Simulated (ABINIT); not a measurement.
# InSe (C2/m) in ABINIT: settings compared

Aim: see how the results for InSe move with the level of theory and the settings. Levels: PBEsol, r2SCAN, LDA. Tasks: band structure.

All numbers are computed with ABINIT 10.8.3 (patched build); they aren't measurements. Logs are shortened: lines on timing, memory, paths and dates and some standing lists are left out, and cuts for length are marked. The log counts tension as positive stress, the text compression.

## Step 1: The structure

It takes space group C2/m (No. 12, monoclinic). Conventional cell: a = 11.653 Å, b = 4.109 Å, c = 5.073 Å, α = 90.00°, β = 109.86°, γ = 90.00°. Around In (site symmetry m) lie 3 Se at 2.68 to 2.69 Å and 1 In at 2.80 Å. Se (site symmetry m) has 3 In at 2.68 to 2.69 Å as nearest neighbours.

The cell comes from a database or a generator and needn't be the stable form of this composition.

## Step 2: Band structure, PBEsol

Input file run.abi:

```
ndtset 2

pp_dirpath "./"
pseudos "In.GGA_PBE-JTH.xml, Se.GGA_PBE-JTH.xml"

acell 3*1.0
rprim
    11.0102868341    -3.8827238072     0.0000000000
    11.0102868341     3.8827238072     0.0000000000
    -3.2564384454     0.0000000000     9.0165406964
ntypat 2
znucl 49 34
natom 4
typat 1 1 2 2
xred
     0.8882032500     0.8882032500     0.0468413600
     0.1117967500     0.1117967500     0.9531586400
     0.6609275900     0.6609275900     0.6689556200
     0.3390724100     0.3390724100     0.3310443800
chkprim 0
chksymtnons 0
tolsym 1.0e-6

ecut 22.0
pawecutdg 44.0
pawxcdev 0

ixc -116133

occopt 3
tsmear 0.05 eV

nstep 100

iomode 3
prtwf 0
prteig 0
prtebands 0
enunit 1
prtden1 1
prtvha1 1
prtvclmb1 1
prtpot1 1

kptopt1 1
ngkpt1 7 7 6
nshiftk1 1
shiftk1 0.0 0.0 0.0
nband1 23
tolvrs1 1.0e-9

iscf2 -2
getden2 1
nband2 29
nbdbuf2 4
tolwfr2 1.0e-11
kptopt2 -2
ndivsm2 5
prteig2 1
prtvol2 -3
kptbounds2
     0.0000000000     0.5000000000     0.0000000000
     0.0000000000     0.0000000000     0.0000000000
     0.0000000000     0.0000000000    -0.5000000000
```

Potentials or basis: JTH PAW PBE v2.0.

Started as:

```bash
abinit run.abi > log 2>&1
```

run.abo:

```text
.Version 10.8.3 of ABINIT
 DATASET    1 : space group C2/m (# 12); Bravais mC (1-face-center monocl.)
================================================================================
 Values of the parameters that define the memory need for DATASET  1.
     intxc =       0    ionmov =       0      iscf =      17    lmnmax =      18
     lnmax =       6     mgfft =      50  mpssoang =       3    mqgrid =    3001
     natom =       4  nloc_mem =       2    nspden =       1   nspinor =       1
    nsppol =       1      nsym =       4    n1xccc =       1    ntypat =       2
    occopt =       3   xclevel =       2
       mpw =        3818          nfft =      112500          nkpt =          88
 PAW method is used; the additional fine FFT grid is defined by:
   mgfftf=        72    nfftf =    311040
================================================================================
================================================================================

 DATASET    2 : space group C2/m (# 12); Bravais mC (1-face-center monocl.)
================================================================================
 Values of the parameters that define the memory need for DATASET  2.
     intxc =       0    ionmov =       0      iscf =      -2    lmnmax =      18
     lnmax =       6     mgfft =      50  mpssoang =       3    mqgrid =    3001
     natom =       4  nloc_mem =       2    nspden =       1   nspinor =       1
    nsppol =       1      nsym =       4    n1xccc =       1    ntypat =       2
    occopt =       3   xclevel =       2
       mpw =        3812          nfft =      112500          nkpt =          12
 PAW method is used; the additional fine FFT grid is defined by:
   mgfftf=        72    nfftf =    311040
================================================================================
================================================================================

--------------------------------------------------------------------------------
------------- Echo of variables that govern the present computation ------------
--------------------------------------------------------------------------------
 -outvars: echo values of preprocessed input variables --------
            acell      1.0000000000E+00  1.0000000000E+00  1.0000000000E+00 Bohr
              amu      1.14820000E+02  7.89600000E+01
          chkprim           0
      chksymtnons           0
             ecut      2.20000000E+01 Hartree
           enunit           1
           getden1          0
           getden2          1
             iscf1         17
             iscf2         -2
              ixc     -116133
           jdtset        1    2
           kptopt1          1
           kptopt2         -2
         kptrlatt        7    0    0      0    7    0      0    0    6
          kptrlen1     5.43581333E+01
          kptrlen2     3.00000000E+01
            natom           4
            nband1         23
            nband2         29
           nbdbuf1          0
           nbdbuf2          4
           ndtset           2
           ndivsm1          0
           ndivsm2          5
            ngfft          50      50      45
          ngfftdg          72      72      60
             nkpt1         88
             nkpt2         12
            nstep         100
             nsym           4
           ntypat           2
           occopt           3
        pawecutdg      4.40000000E+01 Hartree
         pawxcdev           0
        prtebands           0
           prteig1          0
           prteig2          1
           prtpot1          1
           prtpot2          0
         prtvclmb1          1
         prtvclmb2          0
           prtvha1          1
           prtvha2          0
           prtvol1          0
           prtvol2         -3
            prtwf           0
[... 284 lines left out ...]
 -1.5492E-01 -1.1937E-01 -2.2683E-02 -1.1859E-02  1.9722E-03  1.0885E-02
  2.4396E-02  1.2650E-01  1.5589E-01  2.0131E-01  2.0172E-01  2.2837E-01
  2.8598E-01  3.1546E-01  3.7829E-01  3.9196E-01  3.9310E-01
 Non-SCF case, kpt    2 (  0.00000  0.41667  0.00000), residuals and eigenvalues=
[... 95 lines left out ...]
 -4.4692E-01 -4.4536E-01 -4.4430E-01 -4.3899E-01 -3.9899E-01 -3.7276E-01
 -1.3425E-01 -1.0091E-01 -2.3290E-02  2.0441E-03  2.0868E-02  2.9060E-02
  5.0431E-02  1.1342E-01  1.3565E-01  2.0710E-01  2.1220E-01  2.9861E-01
  3.0379E-01  3.1537E-01  3.6024E-01  3.9693E-01  4.1012E-01
 Non-SCF case, kpt   12 (  0.00000  0.00000 -0.50000), residuals and eigenvalues=
  2.97E-12  2.49E-12  5.61E-12  6.13E-12  2.55E-12  7.43E-12  6.86E-12  4.91E-12
  5.20E-12  4.28E-12  7.08E-12  5.52E-12  4.70E-12  3.41E-12  1.97E-12  2.98E-12
  5.07E-12  9.11E-12  3.58E-12  2.63E-12  5.34E-12  6.47E-12  3.74E-12  6.72E-12
  3.51E-12  2.61E-11  1.32E-09  6.85E-05  1.56E-05
 -4.6323E-01 -4.5827E-01 -4.5153E-01 -4.5013E-01 -4.4903E-01 -4.4888E-01
 -4.4691E-01 -4.4536E-01 -4.4430E-01 -4.3903E-01 -3.9551E-01 -3.7643E-01
 -1.3653E-01 -1.0294E-01 -1.2188E-02  2.9262E-03  1.4764E-02  2.9133E-02
  5.3861E-02  1.0666E-01  1.4290E-01  1.9700E-01  2.1034E-01  2.9948E-01
  3.0672E-01  3.2170E-01  3.6167E-01  4.0341E-01  4.1069E-01

--- !ResultsGS
iteration_state: {dtset: 2, }
comment   : Summary of ground state results
lattice_vectors:
- [ 11.0102868,  -3.8827238,   0.0000000, ]
- [ 11.0102868,   3.8827238,   0.0000000, ]
- [ -3.2564384,   0.0000000,   9.0165407, ]
lattice_lengths: [  11.67484,   11.67484,    9.58657, ]
lattice_angles: [108.684, 108.684,  38.850, ] # degrees, (23, 13, 12)
lattice_volume:   7.7091248E+02
convergence: {deltae:  0.000E+00, res2:  0.000E+00, residm:  9.957E-12, diffor:  0.000E+00, }
etotal    :  -1.35311932E+02
entropy   :   0.00000000E+00
fermie    :   8.80682328E-02
cartesian_stress_tensor: null
pressure_GPa: null
xred      :
- [  8.8820E-01,   8.8820E-01,   4.6841E-02, In]
- [  1.1180E-01,   1.1180E-01,   9.5316E-01, In]
- [  6.6093E-01,   6.6093E-01,   6.6896E-01, Se]
- [  3.3907E-01,   3.3907E-01,   3.3104E-01, Se]
cartesian_forces: null
force_length_stats: {min: null, max: null, mean: null, }
...

 Integrated electronic density in atomic spheres:
 ------------------------------------------------
 Atom  Sphere_radius  Integrated_density
    1        2.50645         11.14261665
    2        2.50645         11.14261665
    3        2.21132          3.92366095
    4        2.21132          3.92366095

================================================================================

 ----iterations are completed or convergence reached----

 Mean square residual over all n,k,spin=   52.038E-13; max=  99.573E-13
 reduced coordinates (array xred) for    4 atoms
       0.888203250000      0.888203250000      0.046841360000
       0.111796750000      0.111796750000      0.953158640000
       0.660927590000      0.660927590000      0.668955620000
       0.339072410000      0.339072410000      0.331044380000

 cartesian coordinates (angstrom) at end:
    1     10.26932359529005     0.00000000000000     0.22349642253680
    2     -0.33977085981833     0.00000000000000     4.54785143194060
    3      6.54888119290912     0.00000000000000     3.19181996222760
    4      3.38067154256260     0.00000000000000     1.57952789224980
 length scales=  1.000000000000  1.000000000000  1.000000000000 bohr
              =  0.529177210544  0.529177210544  0.529177210544 angstroms
 Eigenvalues (   eV  ) for nkpt=  12  k points:
 kpt#   1, nband= 29, wtk=  1.00000, kpt=  0.0000  0.5000  0.0000 (reduced coord)
 -12.59809  -12.50273  -12.43674  -12.30203  -12.22120  -12.20585  -12.15665  -12.14319
 -12.05684  -11.89995  -10.13482   -9.87724   -4.21564   -3.24831   -0.61724   -0.32271
   0.05367    0.29619    0.66384    3.44236    4.24210    5.47786    5.48918    6.21439
   7.78183    8.58420   10.29371   10.66585   10.69675
 kpt#   2, nband= 29, wtk=  1.00000, kpt=  0.0000  0.4167  0.0000 (reduced coord)
 -12.59314  -12.49930  -12.43875  -12.29594  -12.21793  -12.20703  -12.16155  -12.14014
 -12.05919  -11.90229  -10.29705   -9.77877   -4.11467   -3.17293   -0.75597   -0.39778
  -0.00006    0.41371    0.72019    3.56783    4.00905    5.32035    5.89324    6.49045
   7.89247    8.72216   10.13989   10.52977   10.85754
 kpt#   3, nband= 29, wtk=  1.00000, kpt=  0.0000  0.3333  0.0000 (reduced coord)
 -12.58387  -12.48597  -12.44081  -12.28001  -12.21268  -12.20788  -12.17176  -12.13403
 -12.06554  -11.90875  -10.57023   -9.67793   -3.83797   -2.97010   -1.02140   -0.52478
  -0.11090    0.55463    0.79695    3.82751    3.90430    5.13605    6.59415    7.02599
   7.99817    9.12544    9.74776   10.02824   10.83339
 kpt#   4, nband= 29, wtk=  1.00000, kpt=  0.0000  0.2500  0.0000 (reduced coord)
 -12.58031  -12.47064  -12.42345  -12.25940  -12.22142  -12.19568  -12.18327  -12.12629
[... 29 lines left out ...]
 -12.60014  -12.47096  -12.28614  -12.25077  -12.21658  -12.21499  -12.16181  -12.11899
 -12.09013  -11.94309  -11.02752   -9.95963   -3.47705   -2.58800   -1.09380   -0.00158
   0.44862    0.77888    1.30174    3.37905    3.66791    5.93573    5.98273    7.74862
   8.27730    8.54128    9.78086   10.45727   11.05204
 kpt#  11, nband= 29, wtk=  1.00000, kpt=  0.0000  0.0000 -0.4000 (reduced coord)
 -12.60385  -12.47029  -12.28663  -12.24920  -12.21821  -12.21466  -12.16125  -12.11880
 -12.08998  -11.94556  -10.85699  -10.14328   -3.65306   -2.74580   -0.63375    0.05562
   0.56785    0.79077    1.37231    3.08623    3.69131    5.63555    5.77428    8.12556
   8.26648    8.58155    9.80251   10.80108   11.15997
 kpt#  12, nband= 29, wtk=  1.00000, kpt=  0.0000  0.0000 -0.5000 (reduced coord)
 -12.60519  -12.47004  -12.28680  -12.24854  -12.21883  -12.21453  -12.16103  -12.11873
 -12.08995  -11.94650  -10.76228  -10.24308   -3.71528   -2.80105   -0.33166    0.07963
   0.40175    0.79274    1.46563    2.90240    3.88838    5.36051    5.72366    8.14915
   8.34626    8.75382    9.84150   10.97734   11.17547

== END DATASET(S) ==============================================================
================================================================================

 -outvars: echo values of variables after computation  --------
            acell      1.0000000000E+00  1.0000000000E+00  1.0000000000E+00 Bohr
           etotal1    -1.3531193212E+02
            fcart1    -5.7784104207E-04  5.6562514689E-20 -1.4192000852E-04
                       5.7784104207E-04  2.6390043918E-20  1.4192000852E-04
                       2.6649251734E-04 -3.8234495906E-20 -1.3679038509E-03
                      -2.6649251734E-04 -4.4718062701E-20  1.3679038509E-03
            rprim      1.1010286834E+01 -3.8827238072E+00  0.0000000000E+00
                       1.1010286834E+01  3.8827238072E+00  0.0000000000E+00
                      -3.2564384454E+00  0.0000000000E+00  9.0165406964E+00
           strten1     5.0587853616E-05  3.8707447148E-05  3.1496751088E-05
                       0.0000000000E+00 -9.8887529477E-08  0.0000000000E+00
           xangst      1.0269323595E+01  3.1162608095E-16  2.2349642254E-01
                      -3.3977085982E-01  3.3986721285E-17  4.5478514319E+00
                       6.5488811929E+00  7.8042164535E-17  3.1918199622E+00
                       3.3806715426E+00  1.4662467719E-16  1.5795278922E+00
             xred      8.8820325000E-01  8.8820325000E-01  4.6841360000E-02
                       1.1179675000E-01  1.1179675000E-01  9.5315864000E-01
                       6.6092759000E-01  6.6092759000E-01  6.6895562000E-01
                       3.3907241000E-01  3.3907241000E-01  3.3104438000E-01
 Calculation completed.
```

Run time: 11 min. Hardware: 1 thread of Arm Neoverse N1, shared host; peak memory 0.4 GiB.

Results:

* Free energy: -3682.0252 eV
* Pressure: -1.2 GPa
* Largest force: 0.072 eV/Å
* Band gap on the k mesh: 1.06 eV, indirect (least direct gap 1.15 eV)
* Band gap along the path: 1.44 eV, direct
* Valence electrons inside the program's atomic spheres: In 11.14; Se 3.92

Forces on the atoms (eV/Å):
```
In  -0.030  0.000 -0.007
In   0.030  0.000  0.007
Se   0.014  0.000 -0.070
Se  -0.014  0.000  0.070
```

Stress tensor (GPa, compression positive):
```
-1.49  0.00  0.00
 0.00 -1.14  0.00
 0.00  0.00 -0.93
```

Levels at the corners of the path, in eV from the valence-band top:
| point | band 17 | band 18 | band 19 | band 20 | band 21 | band 22 |
| --- | --- | --- | --- | --- | --- | --- |
| X | -1.41 | -1.17 | -0.80 | 1.98 | 2.78 | 4.01 |
| Γ | -1.59 | -0.97 | -0.75 | 3.04 | 3.33 | 3.96 |
| Y | -1.06 | -0.67 | 0.00 | 1.44 | 2.42 | 3.89 |

Caveat: the PAW data sets were made with another functional, which shifts forces and pressure a little; spin-orbit coupling is left out, which moves the levels of the heavy elements.

## Step 3: Band structure, r2SCAN

run.abi: that of step 2 with these lines changed.

```diff
@@ -23,7 +23,8 @@
 
-ecut 22.0
-pawecutdg 44.0
+ecut 26.0
+pawecutdg 48.0
+
+ixc -497498
+usekden 1
 pawxcdev 0
-
-ixc -116133
 
@@ -40,8 +41,6 @@
 prtden1 1
-prtvha1 1
-prtvclmb1 1
-prtpot1 1
+prtkden1 1
 
 kptopt1 1
-ngkpt1 7 7 6
+ngkpt1 4 4 4
 nshiftk1 1
@@ -49,3 +48,3 @@
 nband1 23
-tolvrs1 1.0e-9
+tolvrs1 1.0e-7
 
@@ -53,2 +52,3 @@
 getden2 1
+getkden2 1
 nband2 29
```

Potentials or basis: JTH PAW PBE v2.0.

Started as:

```bash
abinit run.abi > log 2>&1
```

It took 14 min on 1 thread of Arm Neoverse N1, shared host; peak memory 0.35 GiB.

It converged, with:

| Quantity | Value |
| --- | --- |
| Free energy | -2089.0355 eV |
| Pressure | -0.3 GPa |
| Largest force | 0.037 eV/Å |
| Band gap on the k mesh | 1.53 eV, indirect (least direct gap 1.86 eV) |
| Band gap along the path | 1.86 eV, direct |
| Valence electrons inside the program's atomic spheres | In 11.12; Se 3.96 |

Forces in eV/Å, atoms in the order of the input:
```
In  -0.037  0.000 -0.002
In   0.037  0.000  0.002
Se   0.035  0.000  0.002
Se  -0.035  0.000 -0.002
```

Stress tensor (GPa, compression positive):
```
-0.49  0.00 -0.01
 0.00 -0.16  0.00
-0.01  0.00 -0.36
```

Levels at the corners of the path, in eV from the valence-band top:
| point | band 17 | band 18 | band 19 | band 20 | band 21 | band 22 |
| --- | --- | --- | --- | --- | --- | --- |
| X | -1.47 | -1.20 | -0.82 | 2.37 | 3.18 | 4.43 |
| Γ | -1.65 | -0.98 | -0.80 | 3.42 | 3.69 | 4.49 |
| Y | -1.06 | -0.73 | 0.00 | 1.86 | 2.82 | 4.47 |

Caveat: totals of a meta-GGA on PAW files have another zero than those of a GGA; the PAW data sets were made with another functional, which shifts forces and pressure a little; spin-orbit coupling is left out, which moves the levels of the heavy elements. r2SCAN opens gaps a little over a GGA but as a rule still falls short of measured ones.

## Step 4: Band structure, LDA

Input file run.abi:

```
# Datasets: ground state, then fixed potential
ndtset 2

# Pseudopotentials
pp_dirpath "./"
pseudos "In.LDA_PW-JTH.xml, Se.LDA_PW-JTH.xml"

# Structure
acell 3*1.0 Angstrom
rprim
     5.8263928781    -2.0546489550     0.0000000000
     5.8263928781     2.0546489550     0.0000000000
    -1.7232330140     0.0000000000     4.7713478577
ntypat 2
znucl 49 34
natom 4
typat 1 1 2 2
xred
     0.8882032500     0.8882032500     0.0468413600
     0.1117967500     0.1117967500     0.9531586400
     0.6609275900     0.6609275900     0.6689556200
     0.3390724100     0.3390724100     0.3310443800
chkprim 0
chksymtnons 0
tolsym 1.0e-6

# Plane-wave basis
ecut 22.0
pawecutdg 44.0

# Exchange and correlation
ixc 7

# Bands and occupations
occopt 3
tsmear 0.05 eV

# SCF cycle
nstep 100

# Output
iomode 3
prtwf 0
prteig 0
prtebands 0
prtden1 1

# Dataset 1
kptopt1 1
ngkpt1 7 7 6
nshiftk1 1
shiftk1 0.0 0.0 0.0
nband1 23
tolvrs1 1.0e-9

# Dataset 2: bands along X-G-Y
iscf2 -2
getden2 1
nband2 29
nbdbuf2 4
tolwfr2 1.0e-11
kptopt2 -2
ndivsm2 8
prteig2 1
prtvol2 -3
kptbounds2
     0.0000000000     0.5000000000     0.0000000000
     0.0000000000     0.0000000000     0.0000000000
     0.0000000000     0.0000000000    -0.5000000000
```

Potentials or basis: JTH PAW LDA v2.0.

Started as:

```bash
abinit run.abi > log 2>&1
```

Run time: 6.6 min. Hardware: 1 thread of Arm Neoverse V1, shared host; peak memory 0.35 GiB.

It converged, with:

```
Free energy                                           : -3694.4020 eV
Pressure                                              : -2.8 GPa
Largest force                                         : 0.088 eV/Å
Band gap on the k mesh                                : 0.98 eV, indirect (least direct gap 1.06 eV)
Band gap along the path                               : 1.36 eV, direct
Valence electrons inside the program's atomic spheres : In 11.16; Se 3.93
```

Forces in eV/Å, atoms in the order of the input:
```
In  -0.079  0.000  0.013
In   0.079  0.000 -0.013
Se   0.003  0.000  0.088
Se  -0.003  0.000 -0.088
```

Stress tensor (GPa, compression positive):
```
-3.44  0.00  0.03
 0.00 -2.72  0.00
 0.03  0.00 -2.36
```

Levels at the corners of the path, in eV from the valence-band top:
```tsv
point	band 16	band 17	band 18	band 19	band 20	band 21	band 22	band 23
X	-1.77	-1.40	-1.18	-0.80	1.92	2.72	3.99	3.99
Γ	-1.87	-1.58	-0.97	-0.74	2.97	3.31	3.91	5.16
Y	-1.37	-1.06	-0.66	0.00	1.36	2.37	3.83	4.21
```

Caveat: spin-orbit coupling is left out, which moves the levels of the heavy elements. Expect the measured gap to be larger: semilocal functionals such as LDA lack the derivative discontinuity.

## Step 5: Overview

```tsv
level	potentials or basis	k mesh	cutoff (eV)	fine-grid cutoff	gap on the mesh (eV)	pressure (GPa)	largest force (eV/Å)
PBEsol	JTH PAW PBE v2.0	7 × 7 × 6	599	1197.3 eV	1.06	-1.2	0.07
r2SCAN	JTH PAW PBE v2.0	4 × 4 × 4	707	1306.15 eV	1.53	-0.3	0.04
LDA	JTH PAW LDA v2.0	7 × 7 × 6	599	1197.3 eV	0.98	-2.8	0.09
```

Alike in all rows: task band structure; no spin polarisation; cell as given; smearing fermi-dirac 0.05 eV.

Caveats: spin-orbit coupling is left out, which moves the levels of the heavy elements; the PAW data sets were made with another functional, which shifts forces and pressure a little (some runs); totals of a meta-GGA on PAW files have another zero than those of a GGA (some runs).

Absolute energies hang on the potentials; compare differences alone.
